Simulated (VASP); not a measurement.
# BN (F-43m) in VASP: band structure with HSE06

Aim: the band structure of BN with HSE06.

Everything below comes from runs of VASP 6.6.1. Logs are shortened: lines on timing, memory, paths and dates and some standing lists are left out, and cuts for length are marked.

**The experiment to reproduce.**

A printed reference work, monograph reports, for a bulk crystal of BN at 300 K: band gap 6.4 eV (indirect).

How close the calculation comes is told below.

**1. Starting point**

It takes space group F-43m (No. 216, cubic). Conventional cell: a = 3.607 Å, b = 3.607 Å, c = 3.607 Å, α = 90.00°, β = 90.00°, γ = 90.00°. Around B (site symmetry -43m) lie 4 N at 1.56 Å. Around N (site symmetry -43m) lie 4 B at 1.56 Å.

The cell is a database's computed one.

**2. Band structure, HSE06**

POSCAR

```
BN
1.0
    0.0000000000      1.8033400000      1.8033400000
    1.8033400000      0.0000000000      1.8033400000
    1.8033400000      1.8033400000      0.0000000000
B N
1 1
Direct
    0.0000000000      0.0000000000      0.0000000000
    0.2500000000      0.2500000000      0.2500000000
```

INCAR.step1

```
SYSTEM = BN
PREC = Accurate ; ENCUT = 520
EDIFF = 1E-5 ; ISMEAR = 0
SIGMA = 0.02 ; LREAL = .FALSE.
LASPH = .TRUE. ; NELM = 60
ALGO = Normal ; ISIF = 2
LWAVE = .TRUE. ; LCHARG = .FALSE.
GGA = PE
```

INCAR.step2

```
SYSTEM = BN
PREC = Accurate ; ENCUT = 520
EDIFF = 1E-7 ; ISMEAR = 0
SIGMA = 0.02 ; LREAL = .FALSE.
LASPH = .TRUE. ; NELM = 60
ALGO = Normal ; ISIF = 2
LWAVE = .FALSE. ; LCHARG = .FALSE.
GGA = PE ; LHFCALC = .TRUE.
HFSCREEN = 0.2 ; PRECFOCK = Fast
ISTART = 1
```

KPOINTS

```
Automatic mesh
0
G
  8 8 8
  0 0 0
```

KPOINTS_OPT

```
path GXWKGLUWLK,UX
12
line-mode
reciprocal
 0.0000000000  0.0000000000  0.0000000000  G
 0.5000000000  0.0000000000  0.5000000000  X

 0.5000000000  0.0000000000  0.5000000000  X
 0.5000000000  0.2500000000  0.7500000000  W

 0.5000000000  0.2500000000  0.7500000000  W
 0.3750000000  0.3750000000  0.7500000000  K

 0.3750000000  0.3750000000  0.7500000000  K
 0.0000000000  0.0000000000  0.0000000000  G

 0.0000000000  0.0000000000  0.0000000000  G
 0.5000000000  0.5000000000  0.5000000000  L

 0.5000000000  0.5000000000  0.5000000000  L
 0.6250000000  0.2500000000  0.6250000000  U

 0.6250000000  0.2500000000  0.6250000000  U
 0.5000000000  0.2500000000  0.7500000000  W

 0.5000000000  0.2500000000  0.7500000000  W
 0.5000000000  0.5000000000  0.5000000000  L

 0.5000000000  0.5000000000  0.5000000000  L
 0.3750000000  0.3750000000  0.7500000000  K

 0.6250000000  0.2500000000  0.6250000000  U
 0.5000000000  0.0000000000  0.5000000000  X
```

Potentials or basis: VASP PAW PBE potentials, release 64 (B, N).

Command:

```sh
> cat potpaw_PBE.64/B/POTCAR potpaw_PBE.64/N/POTCAR > POTCAR
> cp INCAR.step1 INCAR
> mpirun -np 1 vasp_std > vasp.out
> cp INCAR.step2 INCAR
> mpirun -np 1 vasp_std > vasp.out
```

OUTCAR:

```text
SYSTEM = BN
   PREC = Accurate
   ENCUT = 520
   EDIFF = 1E-7
   ISMEAR = 0
   LREAL = .FALSE.
   LASPH = .TRUE.
   NELM = 60
   ISIF = 2
   GGA = PE
   LHFCALC = .TRUE.
   HFSCREEN = 0.2
   PRECFOCK = Fast
   ISTART = 1

 ion  position               nearest neighbor table
   1  0.000  0.000  0.000-   2 1.56   2 1.56   2 1.56   2 1.56
   2  0.250  0.250  0.250-   1 1.56   1 1.56   1 1.56   1 1.56

  LATTYP: Found a face centered cubic cell.
 ALAT       =     3.6066800000

  Lattice vectors:

 A1 = (   0.0000000000,   1.8033400000,   1.8033400000)
 A2 = (   1.8033400000,   0.0000000000,   1.8033400000)
 A3 = (   1.8033400000,   1.8033400000,   0.0000000000)

Analysis of symmetry for initial positions (statically):
=====================================================================
 Subroutine PRICEL returns:
 Original cell was already a primitive cell.

 Routine SETGRP: Setting up the symmetry group for a
 face centered cubic supercell.

 Subroutine GETGRP returns: Found 24 space group operations
 (whereof 24 operations were pure point group operations)
 out of a pool of 48 trial point group operations.

The static configuration has the point symmetry T_d .

Analysis of symmetry for dynamics (positions and initial velocities):
=====================================================================
 Subroutine PRICEL returns:
 Original cell was already a primitive cell.

 Routine SETGRP: Setting up the symmetry group for a
 face centered cubic supercell.

 Subroutine GETGRP returns: Found 24 space group operations
 (whereof 24 operations were pure point group operations)
 out of a pool of 48 trial point group operations.

The dynamic configuration has the point symmetry T_d .

 Subroutine INISYM returns: Found 24 space group operations
 (whereof 24 operations are pure point group operations),
 and found     1 'primitive' translations

----------------------------------------------------------------------------------------

                                     Primitive cell

  volume of cell :      11.7291

  direct lattice vectors                    reciprocal lattice vectors
     0.000000000  1.803340000  1.803340000    -0.277263300  0.277263300  0.277263300
     1.803340000  0.000000000  1.803340000     0.277263300 -0.277263300  0.277263300
     1.803340000  1.803340000  0.000000000     0.277263300  0.277263300 -0.277263300

  length of vectors
     2.550307886  2.550307886  2.550307886     0.480234123  0.480234123  0.480234123

[... 94 lines left out ...]
   EFERMI =   0.00;   METHOD = LEGACY
   ISMEAR =     0;   SIGMA  =   0.02  broadening in eV -4-tet -1-fermi 0-gaus
   EFERMI_NEDOS =   21; number of points for ismear=-14 and -15
   IALGO  =     38    algorithm
   IMIX   =      1    mixing-type and parameters
     AMIX     =   0.40;   BMIX     =  1.00
     AMIX_MAG =   1.60;   BMIX_MAG =  1.00
  volume/ion in A,a.u.               =       5.86        39.58
  Fermi-wavevector in a.u.,A,eV,Ry     =   1.441066  2.723220 28.254828  2.076671
  Thomas-Fermi vector in A             =   2.559740
   LORBIT       =      0    0 simple, 1 ext, 2 COOP (PROOUT), +10 PAW based schemes
   GGA     = PE    functional components
   LHFCALC =     T    Hartree Fock is set to
   PRECFOCK=fast      Normal, Fast or Accurate (Low or Medium for compatibility)
   ENCUT4O =  -1.0   cutoff for four orbital integrals eV
   NKREDX  =     1    reduce k-point grid by
   NKREDY  =     1    reduce k-point grid by
   NKREDZ  =     1    reduce k-point grid by
   AEXX    =    0.2500 exact exchange contribution
   HFSCREEN=    0.2000 screening length (either q_TF or 0.3 A-1)
   HFSCREENC=   0.2000 screening length for correlation (either q_TF or 0.3 A-1)
   ENCUTFOCK=  -1.0 apply spherical cutoff to Coloumb kernel
   IVDW    =     0    specifies the selected vdW correction
   LEPSILON=     F    determine dielectric tensor
   LRPA    =     F    only Hartree local field effects (RPA)
 non-spin polarized calculation
 Gauss-broadening in eV      SIGMA  =   0.02
  energy-cutoff  :      520.00
  volume of cell :       11.73
 maximum number of plane-waves:       332
  NGX = 12; NGY = 12; NGZ = 12

 number of electron       7.9999999 magnetization

 Free energy of the ion-electron system (eV)
  ---------------------------------------------------
  ext. energy  EPLUGINS =         0.00000000
  ---------------------------------------------------
  free energy    TOTEN  =       -20.36312796 eV

  energy without entropy =      -20.36312796  energy(sigma->0) =      -20.36312796

 E-fermi :   6.7783     XC(G=0): -10.5012

 val. band max:        6.6159160160   @ k =   0.0000   0.0000   0.0000
 cond. band min:      12.4214803578   @ k =   0.5000   0.5000   0.0000
 fundamental gap:      5.8055643417
 Fermi energy:         6.7782603888

 k-point     1 :       0.0000    0.0000    0.0000
  band No.  band energies     occupation
      1     -15.5763      2.00000
      2       6.6159      2.00000
      3       6.6159      2.00000
      4       6.6159      2.00000
      5      17.2277      0.00000
      6      17.2277      0.00000
      7      17.2277      0.00000
      8      18.8876      0.00000
[... 243 lines left out ...]
 k-point    24 :      -0.3750    0.2500    0.1250
  band No.  band energies     occupation
      1     -10.2544      2.00000
      2      -3.9919      2.00000
      3       1.3300      2.00000
      4       2.8664      2.00000
      5      17.8958      0.00000
      6      19.6974      0.00000
      7      23.2807      0.00000
      8      24.7665      0.00000

 [... further k-points ...]

------------------------ aborting loop because EDIFF is reached ----------------------------------------

  FORCE on cell =-STRESS in cart. coord.  units (eV):
  Direction    XX          YY          ZZ          XY          YZ          ZX
  --------------------------------------------------------------------------------------
  -------------------------------------------------------------------------------------
  Total       -0.2170466     -0.2170466     -0.2170466     -0.0000000      0.0000000      0.0000000
  in kB      -29.6483661    -29.6483661    -29.6483661     -0.0000000      0.0000000      0.0000000
  external PRESSURE =     -29.6483661 kB  Pullay stress =       0.0000000 kB

 VOLUME and BASIS-vectors are now :
 -----------------------------------------------------------------------------
  energy-cutoff  :      520.00
  volume of cell :       11.73
      direct lattice vectors                 reciprocal lattice vectors
     0.000000000  1.803340000  1.803340000    -0.277263300  0.277263300  0.277263300
     1.803340000  0.000000000  1.803340000     0.277263300 -0.277263300  0.277263300
     1.803340000  1.803340000  0.000000000     0.277263300  0.277263300 -0.277263300

 POSITION                                       TOTAL-FORCE (eV/Angst)
 -----------------------------------------------------------------------------------
      0.00000      0.00000      0.00000        -0.000000     -0.000000     -0.000000
      0.90167      0.90167      0.90167         0.000000      0.000000      0.000000
 -----------------------------------------------------------------------------------
    total drift:                                0.000001     -0.000001      0.000000

  FREE ENERGIE OF THE ION-ELECTRON SYSTEM (eV)
  ---------------------------------------------------
  free  energy   TOTEN  =       -20.3631279566 eV

  energy  without entropy=      -20.3631279566  energy(sigma->0) =      -20.36312796
```

OUTCAR.step1:

```text
SYSTEM = BN
   PREC = Accurate
   ENCUT = 520
   EDIFF = 1E-5
   ISMEAR = 0
   LREAL = .FALSE.
   LASPH = .TRUE.
[... 486 lines left out ...]
      0.00000      0.00000      0.00000         0.000000     -0.000000      0.000000
      0.90167      0.90167      0.90167        -0.000000      0.000000     -0.000000
 -----------------------------------------------------------------------------------
    total drift:                                0.000000      0.000000      0.000000

  FREE ENERGIE OF THE ION-ELECTRON SYSTEM (eV)
  ---------------------------------------------------
  free  energy   TOTEN  =       -17.4470349493 eV

  energy  without entropy=      -17.4470349493  energy(sigma->0) =      -17.44703495
```

OSZICAR.step1:

```text
N       E                     dE             d eps       ncg     rms          rms(c)
DAV:   1     0.853167253353E+01    0.85317E+01   -0.53363E+03   464   0.101E+03
DAV:   2    -0.182502317356E+02   -0.26782E+02   -0.26473E+02   640   0.177E+02
DAV:   3    -0.184229372157E+02   -0.17271E+00   -0.17271E+00   568   0.178E+01
DAV:   4    -0.184231219936E+02   -0.18478E-03   -0.18478E-03   624   0.472E-01
DAV:   5    -0.184231220320E+02   -0.38377E-07   -0.38377E-07   528   0.565E-03    0.674E+00
DAV:   6    -0.175373952099E+02    0.88573E+00   -0.34236E+00   592   0.136E+01    0.332E+00
DAV:   7    -0.174615869652E+02    0.75808E-01   -0.98061E-02   584   0.305E+00    0.192E+00
DAV:   8    -0.174467366749E+02    0.14850E-01   -0.42045E-02   528   0.188E+00    0.197E-01
DAV:   9    -0.174469565863E+02   -0.21991E-03   -0.54865E-04   472   0.257E-01    0.764E-02
DAV:  10    -0.174470303179E+02   -0.73732E-04   -0.13520E-04   664   0.118E-01    0.155E-02
DAV:  11    -0.174470349493E+02   -0.46314E-05   -0.73254E-06   400   0.268E-02
   1 F= -.17447035E+02 E0= -.17447035E+02  d E =-.332851E-31
```

Wall time 7.5 min (1 thread of Intel Xeon 6975P-C (Granite Rapids), shared host); peak memory 0.26 GiB.

Results:

| Property | Result |
| --- | --- |
| Free energy | -20.3631 eV |
| Pressure | -3.0 GPa |
| Band gap on the k mesh | 5.81 eV, indirect (least direct gap 10.61 eV) |
| Band gap along the path | 5.81 eV, indirect (least direct gap 10.61 eV) |

Levels at the corners of the path, in eV from the valence-band top:
| point | band 2 | band 3 | band 4 | band 5 | band 6 | band 7 |
| --- | --- | --- | --- | --- | --- | --- |
| Γ | 0.00 | 0.00 | 0.00 | 10.61 | 10.61 | 10.61 |
| X | -9.82 | -5.35 | -5.35 | 5.81 | 10.80 | 20.59 |
| X | -9.82 | -5.35 | -5.35 | 5.81 | 10.80 | 20.59 |
| W | -8.38 | -7.60 | -7.04 | 11.29 | 15.48 | 16.35 |
| W | -8.38 | -7.60 | -7.04 | 11.29 | 15.48 | 16.35 |
| K | -8.96 | -8.33 | -4.45 | 8.41 | 14.80 | 18.26 |
| K | -8.96 | -8.33 | -4.45 | 8.41 | 14.80 | 18.26 |
| Γ | 0.00 | 0.00 | 0.00 | 10.61 | 10.61 | 10.61 |
| Γ | 0.00 | 0.00 | 0.00 | 10.61 | 10.61 | 10.61 |
| L | -11.70 | -2.12 | -2.12 | 11.96 | 12.58 | 12.58 |
| L | -11.70 | -2.12 | -2.12 | 11.96 | 12.58 | 12.58 |
| U | -8.96 | -8.33 | -4.45 | 8.41 | 14.80 | 18.26 |
| U | -8.96 | -8.33 | -4.45 | 8.41 | 14.80 | 18.26 |
| W | -8.38 | -7.60 | -7.04 | 11.29 | 15.48 | 16.35 |
| W | -8.38 | -7.60 | -7.04 | 11.29 | 15.48 | 16.35 |
| L | -11.70 | -2.12 | -2.12 | 11.96 | 12.58 | 12.58 |
| L | -11.70 | -2.12 | -2.12 | 11.96 | 12.58 | 12.58 |
| K | -8.96 | -8.33 | -4.45 | 8.41 | 14.80 | 18.26 |
| U | -8.96 | -8.33 | -4.45 | 8.41 | 14.80 | 18.26 |
| X | -9.82 | -5.35 | -5.35 | 5.81 | 10.80 | 20.59 |

Caveat: the PAW data sets were made with another functional, which shifts forces and pressure a little.

**3. Comparison with measurements**

Step 2. Against the measured gap of BN, 6.4 eV (indirect; 300 K; a printed reference work, monograph), the calculated 5.81 eV is off by -0.59 eV. The value is that of HSE06, without temperature or zero-point motion. The cell is a database's relaxed one, not the measured one, which moves gaps too.
